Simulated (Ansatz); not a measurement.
One element of this relaxed crystal is hidden as X:

```
cell (Å)
  3.629 0.000 0.000
  -1.814 3.142 0.000
  0.000 0.000 5.886
  X 0.0000 0.0000 0.0000
  S 0.6667 0.3333 0.7533
  S 0.3333 0.6667 0.2467
```

All-electron LAPW in Ansatz 0.2.0 under PBEsol, scalar-relativistic and without spin polarisation, finds it within 0.03 GPa of zero pressure, with a formation energy of -1.60 eV/atom from the elements, a gap of 0.77 eV. The structure needn't be the ground state.

Q: Which element is X?

A: Zr, which makes the crystal ZrS₂. This is the case that was computed; others weren't tested.
